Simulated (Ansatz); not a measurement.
input.yaml (Ansatz)

```yaml
crystal:
  lattice:
    - [-1.2429976855, 1.2429976855, 1.2429976855]
    - [1.2429976855, -1.2429976855, 1.2429976855]
    - [1.2429976855, 1.2429976855, -1.2429976855]
  atoms:
    - { symbol: Be, position: [0.0, 0.0, 0.0] }
hamiltonian:
  xc: revpbe
  pseudopotentials:
    kind: paw
    azcp:
      Be: "pseudopotentials/Be.paw.azcp"
basis:
  ecutwfc: 420
  fft_grid_basis: typed
kpoints:
  mp_grid: { grid: [20, 20, 20], shift: [0, 0, 0] }
magnetization:
  spin_polarized: false
scf:
  occupations: { method: fermi_dirac, width: 0.1 }
  lower_state_search: "off"
output:
  stress: true
```

Terminal output

```
Engine: ansatz 0.2.0, aarch64-unknown-linux-gnu
Pseudopotentials: kind: paw
Pseudopotential: Be, paw, valence charge 2, recommended cutoff 420 eV (normal) 
Functional definition: revPBE
  parameter kappa = 1.245
  parameter beta = 0.06672455060314922
  exchange = pbe_x(kappa = kappa, mu = beta*pi^2/3)
  correlation = pbe_c(beta = beta)
Crystal: 1 atoms, lattice volume = 7.682 Å³
Basis set: ecut = 420 eV, 141 PW (Γ)
Bands: 5, of which v1, the nominal top of the filled ones, is band 1 counted from 1 (0 counted from 0)
Symmetry: 48 space group operations
Space group: Im-3m (ITA 229), of the structure as read, at distance tolerance 2.0e-5 Å
k-points: 256 of 8000
Non-local potential: Be, projectors of the file, l = 0: 2, l = 1: 2, l = 2: 1
PAW form: soft (Blöchl's): semilocal exchange-correlation on the pseudo side does not see the compensation charge
PAW frozen core: Be, regenerated for the run's functional, and the local potential with it (the file was generated under x = pbe(κ = 0.804, μ = 0.2195149727645171), c = pbe(β = 0.06672455060314922))
PAW one-centre angular grid: Be, 110 points (default); XC on 64 Gauss nodes
Initial density: superposition of atomic densities (neutral atoms: chi_scale 0, normalization atom), corrected by the library's trained network
Initial wavefunctions: pseudopotential atomic-orbital guess
Functional: x = revpbe(κ = 1.245, μ = 0.2195149727645171), c = pbe(β = 0.06672455060314922)
SCF iter   1: F=—  HF=-93.337058 eV  |F-HF|=—  |Δ(HF+E_count)|=         —  Δρ=1.83e-3  dr2=1.65e-4  ethr=1.77e-3  ⟨swp⟩=4.5  Hψ=11726  notcnv=0
SCF iter   2: F=—  HF=-93.337082 eV  |F-HF|=—  |Δ(HF+E_count)|=   2.44e-5  Δρ=8.90e-4  dr2=3.86e-5  ethr=8.24e-6  ⟨swp⟩=1.2  Hψ=3367  notcnv=0
SCF iter   3: F=—  HF=-93.337070 eV  |F-HF|=—  |Δ(HF+E_count)|=   1.17e-5  Δρ=1.39e-5  dr2=6.99e-9  ethr=1.93e-6  ⟨swp⟩=1.0  Hψ=1368  notcnv=0
iter 4 did not close the SCF: its close was put off for the readings that it lacked (scf_convergence_deferred on its scf_iter line)
SCF iter   4: F=-93.337070 eV  HF=-93.337070 eV  |F-HF|=1.31e-10  |Δ(HF+E_count)|=   2.35e-9  Δρ=2.19e-6  dr2=1.33e-10  ethr=3.49e-10  ⟨swp⟩=2.0  Hψ=1657  notcnv=0
iter 5 did not close the SCF: its close was put off for the readings that it lacked (scf_convergence_deferred on its scf_iter line)
SCF iter   5: F=-93.337070 eV  HF=-93.337070 eV  |F-HF|=1.36e-12  |Δ(HF+E_count)|=  1.33e-10  Δρ=2.21e-7  dr2=1.10e-12  ethr=6.64e-12  ⟨swp⟩=1.0  Hψ=1372  notcnv=0
SCF iter   6: F=-93.337070 eV  HF=-93.337070 eV  |F-HF|=1.42e-14  |Δ(HF+E_count)|=  1.19e-12  Δρ=1.71e-8  dr2=1.01e-14  ethr=1.00e-12  ⟨swp⟩=1.0  Hψ=3160  notcnv=0
SCF 1 converged in 6 iterations: F = -93.337070 eV  dr2 = 1.01e-14
SCF converged after 6 iterations
Free energy (F): -93.337070 eV
Harris-Foulkes:  -93.337070 eV  (|F-HF|=1.42e-14)
Internal energy: -93.333057 eV  (E = F + TS)
E sigma→0 (E₀):  -93.335064 eV
Entropy (-TS):   -0.004014 eV (-4.014 meV/atom)
Fermi energy:    9.346065 eV
--- Per-component energies (eV) ---
  E_band       = 6.750367
  E_kinetic    = 21.455820
  E_local      = 3.293475  (includes V_loc(G=0)·N_el)
  E_nonlocal   = 4.215178
  E_hartree    = 0.023458
  E_xc         = -19.943022
  E_vxc        = -20.968835  (∫ρ·V_xc dr)
  E_paw        = -60.212936  (= ΣΔE_a)
  E_vpaw       = -1.292187  (= ΣTr[D̂ρ^β])
  E_aug_tail   = -0.000001  (compensation charges beyond the density's cutoff)
  E_ewald      = -42.159106
  E_core_change = -0.005923  (= ΣΔE_core)
  E_smearing   = -0.004014  (= −TS)
  E_closure    = 0.000000  (closes the sum)
  Σ components = -93.337070   (vs F -93.337070, Δ=0.00e0)
--- Stress (GPa, compression-positive) ---
        5.061444       0.000000       0.000000
        0.000000       5.061444      -0.000000
        0.000000      -0.000000       5.061444
  P = ⅓ Tr σ = 5.0614 GPa (50.614 kbar)
```
